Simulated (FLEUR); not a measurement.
# CaSe (Fm-3m) in FLEUR: notebook

One crystal, CaSe, is run at these levels: PBEsol; tasks: equation of state, band structure.

All numbers are computed with FLEUR MaX-R8.1 (later development tree); they aren't measurements. Logs are shortened: lines on timing, memory, paths and dates and some standing lists are left out, and cuts for length are marked.

**What was measured.**

From a printed reference work, monograph, original work of 1988, for a bulk crystal of CaSe at 2 K: band gap 3.85 eV (indirect).

How close the calculation comes is told below.

### 1 The crystal as given

It takes space group Fm-3m (No. 225, cubic). The conventional cell has a = 5.912 Å, b = 5.912 Å, c = 5.912 Å, α = 90.00°, β = 90.00°, γ = 90.00°. Around Se (site symmetry m-3m) lie 6 Ca at 2.96 Å. Ca (site symmetry m-3m) is surrounded by 6 Se at 2.96 Å.

### 2 Equation of state, PBEsol, 24.28 Å³/atom (volume scaled by 0.94)

File inp.xml:

```xml
<?xml version="1.0" encoding="UTF-8" standalone="no"?>
<fleurInput fleurInputVersion="0.39">
   <comment>
      CaSe                                                                                                
   </comment>
   <calculationSetup>
      <cutoffs Kmax="4.1" Gmax="12.7" GmaxXC="12.7" numbands="0"/>
      <scfLoop itmax="60" minDistance="0.00001" maxIterBroyd="15" imix="Anderson" alpha="0.05" precondParam="0.0" spinf="2.0" sdNocoIR="T"/>
      <coreElectrons ctail="T" frcor="F" kcrel="0" coretail_lmax="0"/>
      <xcFunctional name="PBEs" relativisticCorrections="F"/>
      <magnetism jspins="1"/>
      <soc l_soc="F" theta="0.0" phi="0.0" spav="F"/>
      <expertModes spex="0" secvar="F"/>
      <geometryOptimization l_f="F" forcealpha="1.0" forcemix="BFGS" epsdisp="0.00001" epsforce="0.00001"/>
      <ldaU l_linMix="F" mixParam="0.05" spinf="1.0"/>
   </calculationSetup>
   <cell>
      <bzIntegration valenceElectrons="26.0" mode="hist" fermiSmearingEnergy="0.00183747">
         <kPointListSelection listName="default-1"/>
         <!-- k-points included here -->
         <xi:include xmlns:xi="http://www.w3.org/2001/XInclude" href="kpts.xml"> </xi:include>
      </bzIntegration>
      <!-- symmetry operations included here -->
      <xi:include xmlns:xi="http://www.w3.org/2001/XInclude" href="sym.xml"> </xi:include>
      <bulkLattice scale="0.9795861087">
         <bravaisMatrix>
            <row-1>    0.0000000000000000     5.5860304243175998     5.5860304243175998</row-1>
            <row-2>    5.5860304243175998     0.0000000000000000     5.5860304243175998</row-2>
            <row-3>    5.5860304243175998     5.5860304243175998     0.0000000000000000</row-3>
         </bravaisMatrix>
      </bulkLattice>
   </cell>
   <atomSpecies>
      <species name="Selenium (Se)" element="Se" atomicNumber="34">
         <mtSphere radius="2.51" gridPoints="857" logIncrement="0.015"/>
         <atomicCutoffs lmax="10" lnonsphr="10"/>
         <electronConfig flipSpins="F">
            <coreConfig>(1s1/2) (2s1/2) (2p1/2) (2p3/2) (3s1/2) (3p1/2) (3p3/2)</coreConfig>
            <valenceConfig>(3d3/2) (3d5/2) (4s1/2) (4p1/2) (4p3/2)</valenceConfig>
            <stateOccupation state="(4p1/2)" spinUp="0.666667" spinDown="0.666667"/>
            <stateOccupation state="(4p3/2)" spinUp="1.333333" spinDown="1.333333"/>
         </electronConfig>
         <energyParameters s="4" p="4" d="4" f="4"/>
         <lo type="SCLO" l="2" n="3" eDeriv="0"/>
         <lo type="SCLO" l="0" n="4" eDeriv="2"/>
         <lo type="SCLO" l="1" n="4" eDeriv="2"/>
         <lo type="SCLO" l="3" n="4" eDeriv="2"/>
      </species>
      <species name="Calcium (Ca)" element="Ca" atomicNumber="20">
         <mtSphere radius="2.51" gridPoints="857" logIncrement="0.014"/>
         <atomicCutoffs lmax="10" lnonsphr="10"/>
         <electronConfig flipSpins="F">
            <coreConfig>(1s1/2) (2s1/2) (2p1/2) (2p3/2)</coreConfig>
            <valenceConfig>(3s1/2) (3p1/2) (3p3/2) (4s1/2)</valenceConfig>
         </electronConfig>
         <energyParameters s="4" p="3" d="3" f="4"/>
         <lo type="SCLO" l="0" n="3" eDeriv="0"/>
         <lo type="HELO" l="1" n="4" eDeriv="0"/>
         <lo type="HELO" l="1" n="4" eDeriv="1"/>
         <lo type="SCLO" l="2" n="3" eDeriv="2"/>
         <lo type="SCLO" l="3" n="4" eDeriv="2"/>
      </species>
   </atomSpecies>
   <atomGroups>
      <atomGroup species="Selenium (Se)">
         <relPos label="                   1">1.000/2.000 1.000/2.000 1.000/2.000</relPos>
         <force calculate="T" relaxXYZ="TTT"/>
      </atomGroup>
      <atomGroup species="Calcium (Ca)">
         <relPos label="                   2">.0000000000 .0000000000 .0000000000</relPos>
         <force calculate="T" relaxXYZ="TTT"/>
      </atomGroup>
   </atomGroups>
   <output dos="F" band="F" slice="F">
      <checks vchk="F" cdinf="F"/>
      <bandDOS minEnergy="-.5*Htr" maxEnergy="0.5*Htr" sigma="0.015" storeEVData="T"/>
      <vacuumDOS vacdos="F" integ="F" star="F" nstars="0" locx1="0.0" locy1="0.0" locx2="0.0" locy2="0.0" nstm="0" tworkf="0.0"/>
      <unfoldingBand unfoldBand="F" supercellX="1" supercellY="1" supercellZ="1"/>
      <plotting iplot="0" polar="F">
         <plot TwoD="T" vec1="  1.0  0.0  0.0" vec2="  0.0  1.0  0.0" vec3="  0.0  0.0  1.0" zero="  0.0  0.0  0.0" file="plot"/>
      </plotting>
      <chargeDensitySlicing numkpt="0" minEigenval="0.0" maxEigenval="0.0" nnne="0" pallst="F"/>
      <specialOutput eonly="F"/>
      <moessbauerParams electricFieldGradient="T" isomerShift="T" coreHyperfine="T" valenceHyperfine="T"/>
      <magneticCircularDichroism mcd="F" energyLo="-10.0" energyUp="0.0"/>
   </output>
  <!-- We include the file relax.xml here to enable relaxations (see documentation) -->
  <xi:include xmlns:xi="http://www.w3.org/2001/XInclude" href="relax.xml"> <xi:fallback/> </xi:include>
</fleurInput>
```

Potentials or basis: all-electron, FLAPW.

Command:

```bash
inpgen -f crystal.txt -profile fastHighL
# inp.xml edited to the form shown
fleur_MPI
```

Log:

```text
Welcome to FLEUR        (www.flapw.de)
      MaX-Release 8.1          (www.max-centre.eu)

 ========== k-point set info ==========
 Selected k-point list: default-1
 k-point list type: mesh
 8 x 8 x 8
 Number of k points: 29

 ------------Calculation Setup---------------------------
 Number of MPI-tasks      :            1
 Number of PE/node        :            1
 Number of OMP-threads    :            1
 Most efficient MPI parallelization for:
           1          29
 Additional eigenvalue parallelization possible
 Number of basis functions:          462
 Approximate size of matrices (H+S) per k-point:         0.003 GB
 --------------------------------------------------------
 Iteration:     1   Distance:       4.22204860 me/bohr^3
 Iteration:     2   Distance:       3.91812781 me/bohr^3
 Iteration:     3   Distance:       1.94770501 me/bohr^3
 Iteration:     4   Distance:       0.72865201 me/bohr^3
 Iteration:     5   Distance:       0.67103579 me/bohr^3
 Iteration:     6   Distance:       0.09327479 me/bohr^3
 Iteration:     7   Distance:       0.03776363 me/bohr^3
 Iteration:     8   Distance:       0.03122458 me/bohr^3
 Iteration:     9   Distance:       0.00412626 me/bohr^3
 Iteration:    10   Distance:       0.00717256 me/bohr^3
 Iteration:    11   Distance:       0.00031694 me/bohr^3
 Iteration:    12   Distance:       0.00042582 me/bohr^3
 Iteration:    13   Distance:       0.00004656 me/bohr^3
 Iteration:    14   Distance:       0.00000484 me/bohr^3

 ********************************************************************
 Run finished successfully
 Stop message:
   all done
 ********************************************************************
```

out.xml (last iteration):

```text
<iteration numberForCurrentRun="   14" overallNumber="   14">
         <energyParameters units="Htr">
            <atomicEP atomType="1" spin="1" branch="4s" branchLowest="-7.37" branchHighest="0.14" value="-0.2393028300"/>
            <atomicEP atomType="1" spin="1" branch="4p" branchLowest="-5.16" branchHighest="0.76" value="0.1097073310"/>
            <atomicEP atomType="1" spin="1" branch="4d" branchLowest="-1.50" branchHighest="1.84" value="0.3914955011"/>
            <atomicEP atomType="1" spin="1" branch="4f" branchLowest="-9.99" branchHighest="2.74" value="0.5606764953"/>
            <loAtomicEP atomType="1" spin="1" branch="3d" branchLowest="-9.99" branchHighest="-1.50" value="-1.4964416285"/>
            <loAtomicEP atomType="1" spin="1" branch="4s" branchLowest="-7.37" branchHighest="0.14" value="-0.2393028300"/>
            <loAtomicEP atomType="1" spin="1" branch="4p" branchLowest="-5.16" branchHighest="0.76" value="0.1064600833"/>
            <loAtomicEP atomType="1" spin="1" branch="4f" branchLowest="-9.99" branchHighest="2.74" value="0.5606795091"/>
            <atomicEP atomType="2" spin="1" branch="4s" branchLowest="-1.21" branchHighest="2.26" value="0.2188092326"/>
            <atomicEP atomType="2" spin="1" branch="3p" branchLowest="-11.81" branchHighest="-0.47" value="-0.5594820430"/>
            <atomicEP atomType="2" spin="1" branch="3d" branchLowest="-9.99" branchHighest="0.67" value="0.3366331536"/>
            <atomicEP atomType="2" spin="1" branch="4f" branchLowest="-9.99" branchHighest="2.78" value="0.5843342767"/>
            <loAtomicEP atomType="2" spin="1" branch="3s" branchLowest="-14.73" branchHighest="-1.21" value="-1.2574557048"/>
            <heloAtomicEP atomType="2" spin="1" branch="4p" branchLowest="1.74" branchHighest="1.74" value="1.7386375742"/>
            <heloAtomicEP atomType="2" spin="1" branch="4p" branchLowest="1.74" branchHighest="1.74" value="1.7386375742"/>
            <loAtomicEP atomType="2" spin="1" branch="3d" branchLowest="-9.99" branchHighest="0.67" value="0.3364992947"/>
            <loAtomicEP atomType="2" spin="1" branch="4f" branchLowest="-9.99" branchHighest="2.78" value="0.5843365461"/>
         </energyParameters>
         <eigenvalues>
            <eigenvaluesAt spin="1" ikpt="1" k_x="0.00000000" k_y="0.00000000" k_z="0.00000000">
                      -1.4986466924       -1.4986466924       -1.4984012884       -1.4984012884       -1.4984012884
                      -1.2578140711       -0.5626756247       -0.5626756247       -0.5626756247       -0.2540702071
                       0.1889572956        0.1889572956        0.1889572956        0.3190217781        0.3219622118
                       0.3219622118        0.3219622118        0.3464138451        0.3464138451        0.5419541342
                       0.6593574098
            </eigenvaluesAt>
            <eigenvaluesAt spin="1" ikpt="2" k_x="0.00000000" k_y="0.00000000" k_z="0.12500000">
                      -1.4986497306       -1.4986497306       -1.4984028433       -1.4984028433       -1.4984022043
                      -1.2577605730       -0.5635712373       -0.5627268481       -0.5627268481       -0.2500120166
                       0.1582360903        0.1787416423        0.1787416423        0.3206374598        0.3305806065
                       0.3305806065        0.3547783037        0.3632301026        0.3632301026        0.5533262872
                       0.6359982191
            </eigenvaluesAt>
            <eigenvaluesAt spin="1" ikpt="3" k_x="0.00000000" k_y="0.00000000" k_z="0.25000000">
                      -1.4986502824       -1.4986502824       -1.4984029263       -1.4984007408       -1.4984007408
                      -1.2576311985       -0.5656883445       -0.5628489892       -0.5628489892       -0.2396822302
                       0.1088774851        0.1596029002        0.1596029002        0.3239976528        0.3515283854
                       0.3515283854        0.4038820633        0.4038820633        0.4098452607        0.5446914351
                       0.5868897570
            </eigenvaluesAt>
[... 15 lines left out ...]
            </mtCharges>
            <spinDependentCharge spin="1" total="26.0000000" interstitial="2.7211190" mtSpheres="23.2788810"/>
            <totalCharge value="26.0000000000"/>
         </valenceDensity>
         <coreStates atomType="     1" atomicNumber=" 34" spin="1" kinEnergy="   2277.8228500311" eigValSum="  -1388.6838671702" lostElectrons=" 0.000029">
            <state n="1" l="0" j="0.5" energy="-458.5853568830" weight="1.0000000000"/>
            <state n="2" l="0" j="0.5" energy="-58.5349060856" weight="1.0000000000"/>
            <state n="2" l="1" j="0.5" energy="-52.4775573730" weight="1.0000000000"/>
            <state n="2" l="1" j="1.5" energy="-50.9447794712" weight="2.0000000000"/>
            <state n="3" l="0" j="0.5" energy="-7.3742599458" weight="1.0000000000"/>
            <state n="3" l="1" j="0.5" energy="-5.3039339406" weight="1.0000000000"/>
            <state n="3" l="1" j="1.5" energy="-5.0881802074" weight="2.0000000000"/>
         </coreStates>
         <coreStates atomType="     2" atomicNumber=" 20" spin="1" kinEnergy="    639.9023434645" eigValSum="   -389.2300843414" lostElectrons=" 0.000000">
            <state n="1" l="0" j="0.5" energy="-144.4508873218" weight="1.0000000000"/>
            <state n="2" l="0" j="0.5" energy="-14.7260764327" weight="1.0000000000"/>
            <state n="2" l="1" j="0.5" energy="-11.9028705815" weight="1.0000000000"/>
            <state n="2" l="1" j="1.5" energy="-11.7676039174" weight="2.0000000000"/>
         </coreStates>
         <allElectronCharges>
            <spinDependentCharge spin="1" total="54.0000000" interstitial="2.7211484" mtSpheres="51.2788516"/>
            <totalCharge value="53.9999999947"/>
         </allElectronCharges>
         <moessbauerParams unitsHFF="kG" unitsIS="e/bohr^3" unitsEFG="Htr/bohr^2">
            <coreIsomerShift atomType="1" isTotal="39904.49554">
               <shell n="1" l="0" isomerShift="35630.70628"/>
               <shell n="2" l="0" isomerShift="3653.02649"/>
               <shell n="2" l="1" isomerShift="36.79496"/>
               <shell n="3" l="0" isomerShift="578.08979"/>
               <shell n="3" l="1" isomerShift="5.87802"/>
            </coreIsomerShift>
            <coreIsomerShift atomType="2" isTotal="6100.73700">
               <shell n="1" l="0" isomerShift="5623.54545"/>
               <shell n="2" l="0" isomerShift="475.77863"/>
               <shell n="2" l="1" isomerShift="1.41293"/>
            </coreIsomerShift>
            <isomerShift atomType="1" nucleusRadius="0.0001013" averageDensity="39958.16022"/>
            <isomerShift atomType="2" nucleusRadius="0.0000808" averageDensity="6163.06338"/>
            <electricFieldGradient atomType="1" VXX="0.00000" VYY="0.00000" VZZ="0.00000" asymParam="0.00000">
            </electricFieldGradient>
            <electricFieldGradient atomType="2" VXX="0.00000" VYY="0.00000" VZZ="0.00000" asymParam="0.00000">
            </electricFieldGradient>
         </moessbauerParams>
         <totalEnergy                                    value="    -3108.2887401948" units="Htr">
            <sumOfEigenvalues                            value="    -1798.5175424761">
               <coreElectrons value="-1777.9139515117"/>
               <valenceElectrons value="-20.6035909645"/>
            </sumOfEigenvalues>
            <densityCoulombPotentialIntegral value="-4810.3329233630"/>
            <densityEffectivePotentialIntegral value="-4969.9469133845"/>
            <chargeDenXCDenIntegral value="-121.7747537497"/>
            <FockExchangeEnergyValence value="0.0000000000"/>
            <FockExchangeEnergyCore value="0.0000000000"/>
            <atomTypeDependentContributions atomType="1">
               <electronNucleiInteractionDifferentMTs value="2929.0654628333"/>
               <MadelungTerm value="-11.3701594894"/>
            </atomTypeDependentContributions>
            <atomTypeDependentContributions atomType="2">
               <electronNucleiInteractionDifferentMTs value="804.0518111188"/>
               <MadelungTerm value="-8.2894622304"/>
            </atomTypeDependentContributions>
            <tkbTimesEntropy value="0.0000000000"/>
            <freeEnergy value="-3108.2887401948"/>
            <extrapolationTo0K value="-3108.2887401948"/>
         </totalEnergy>
         <densityConvergence units="me/bohr^3">
            <chargeDensity spin="1" distance="0.0000048367"/>
         </densityConvergence>
      </iteration>
```

Run time: 34 s. Hardware: 1 thread of Arm Neoverse V2, shared host; peak memory 0.07 GiB.

Results:

```
Free energy                                           : -84580.8455 eV
Band gap on the k mesh                                : 1.77 eV, indirect (least direct gap 2.78 eV)
Valence electrons inside the program's atomic spheres : Se 14.94; Ca 8.34 (radii Se 2.51, Ca 2.51 bohr)
```

### 3 Equation of state, PBEsol, 24.80 Å³/atom (volume scaled by 0.96)

Edit inp.xml of step 2 so:

```diff
@@ -24,3 +24,3 @@
       <xi:include xmlns:xi="http://www.w3.org/2001/XInclude" href="sym.xml"> </xi:include>
-      <bulkLattice scale="0.9795861087">
+      <bulkLattice scale="0.9864848297">
          <bravaisMatrix>
```

Potentials or basis: all-electron, FLAPW.

Command:

```bash
inpgen -f crystal.txt -profile fastHighL
# inp.xml edited to the form shown
fleur_MPI
```

Run time: 35 s. Hardware: 1 thread of Arm Neoverse V2, shared host; peak memory 0.07 GiB.

Results (log left out):

```
Free energy                                           : -84580.8559 eV
Band gap on the k mesh                                : 1.83 eV, indirect (least direct gap 2.81 eV)
Valence electrons inside the program's atomic spheres : Se 14.93; Ca 8.32 (radii Se 2.51, Ca 2.51 bohr)
```

### 4 Equation of state, PBEsol, 25.31 Å³/atom (volume scaled by 0.98)

Edit inp.xml of step 3 so:

```diff
@@ -24,3 +24,3 @@
       <xi:include xmlns:xi="http://www.w3.org/2001/XInclude" href="sym.xml"> </xi:include>
-      <bulkLattice scale="0.9864848297">
+      <bulkLattice scale="0.9932883884">
          <bravaisMatrix>
```

Command:

```bash
inpgen -f crystal.txt -profile fastHighL
# inp.xml edited to the form shown
fleur_MPI
```

Run time: 36 s. Hardware: 1 thread of Arm Neoverse V2, shared host; peak memory 0.07 GiB.

Results (log left out):

| Quantity | Value |
| --- | --- |
| Free energy | -84580.8588 eV |
| Band gap on the k mesh | 1.88 eV, indirect (least direct gap 2.85 eV) |
| Valence electrons inside the program's atomic spheres | Se 14.91; Ca 8.30 (radii Se 2.51, Ca 2.51 bohr) |

### 5 Equation of state, PBEsol, 25.83 Å³/atom

Edit inp.xml of step 4 so:

```diff
@@ -24,3 +24,3 @@
       <xi:include xmlns:xi="http://www.w3.org/2001/XInclude" href="sym.xml"> </xi:include>
-      <bulkLattice scale="0.9932883884">
+      <bulkLattice scale="1.0000000000">
          <bravaisMatrix>
```

Command:

```bash
inpgen -f crystal.txt -profile fastHighL
# inp.xml edited to the form shown
fleur_MPI
```

Wall time 37 s (1 thread of Arm Neoverse V2, shared host); peak memory 0.07 GiB.

It converged, with:

| Property | Result |
| --- | --- |
| Free energy | -84580.8549 eV |
| Band gap on the k mesh | 1.93 eV, indirect (least direct gap 2.88 eV) |
| Valence electrons inside the program's atomic spheres | Se 14.90; Ca 8.29 (radii Se 2.51, Ca 2.51 bohr) |

### 6 Equation of state, PBEsol, 26.35 Å³/atom (volume scaled by 1.02)

Edit inp.xml of step 5 so:

```diff
@@ -24,3 +24,3 @@
       <xi:include xmlns:xi="http://www.w3.org/2001/XInclude" href="sym.xml"> </xi:include>
-      <bulkLattice scale="1.0000000000">
+      <bulkLattice scale="1.0066227096">
          <bravaisMatrix>
```

Potentials or basis: all-electron, FLAPW.

Command:

```bash
inpgen -f crystal.txt -profile fastHighL
# inp.xml edited to the form shown
fleur_MPI
```

Wall time 38 s (1 thread of Arm Neoverse V2, shared host); peak memory 0.07 GiB.

It converged, with:

```yaml
Free_energy: -84580.8448 eV
Band_gap_on_the_k_mesh: 1.98 eV, indirect (least direct gap 2.91 eV)
Valence_electrons_inside_the_program's_atomic_spheres: Se 14.89; Ca 8.27 (radii Se 2.51, Ca 2.51 bohr)
```

### 7 Equation of state, PBEsol, 26.86 Å³/atom (volume scaled by 1.04)

Edit inp.xml of step 6 so:

```diff
@@ -24,3 +24,3 @@
       <xi:include xmlns:xi="http://www.w3.org/2001/XInclude" href="sym.xml"> </xi:include>
-      <bulkLattice scale="1.0066227096">
+      <bulkLattice scale="1.0131594038">
          <bravaisMatrix>
```

Command:

```bash
inpgen -f crystal.txt -profile fastHighL
# inp.xml edited to the form shown
fleur_MPI
```

It took 41 s on 1 thread of Arm Neoverse V2, shared host; peak memory 0.07 GiB.

Results (log left out):

```yaml
Free_energy: -84580.8292 eV
Band_gap_on_the_k_mesh: 2.03 eV, indirect (least direct gap 2.94 eV)
Valence_electrons_inside_the_program's_atomic_spheres: Se 14.87; Ca 8.26 (radii Se 2.51, Ca 2.51 bohr)
```

### 8 Equation of state, PBEsol, 27.38 Å³/atom (volume scaled by 1.06)

Edit inp.xml of step 7 so:

```diff
@@ -24,3 +24,3 @@
       <xi:include xmlns:xi="http://www.w3.org/2001/XInclude" href="sym.xml"> </xi:include>
-      <bulkLattice scale="1.0131594038">
+      <bulkLattice scale="1.0196128224">
          <bravaisMatrix>
```

Command:

```bash
inpgen -f crystal.txt -profile fastHighL
# inp.xml edited to the form shown
fleur_MPI
```

Run time: 41 s. Hardware: 1 thread of Arm Neoverse V2, shared host; peak memory 0.07 GiB.

Results (log left out):

```
Free energy                                           : -84580.8086 eV
Band gap on the k mesh                                : 2.07 eV, indirect (least direct gap 2.90 eV)
Valence electrons inside the program's atomic spheres : Se 14.86; Ca 8.25 (radii Se 2.51, Ca 2.51 bohr)
```

### 9 Equation of state, PBEsol

Potentials or basis: all-electron, FLAPW.

This step only gathers the single runs of the series.

What came out:

```yaml
Equilibrium_volume: 25.26 Å³/atom
Bulk_modulus: 52 GPa
Pressure_derivative_of_the_bulk_modulus: 4.1
```

Energy against volume, from the lowest point:
| volume (Å³/atom) | energy (meV/atom) |
| --- | --- |
| 24.280 | 6.65 |
| 24.796 | 1.41 |
| 25.313 | 0.00 |
| 25.829 | 1.96 |
| 26.346 | 6.99 |
| 26.863 | 14.78 |
| 27.379 | 25.07 |

(Continued in part 2 of 2.)
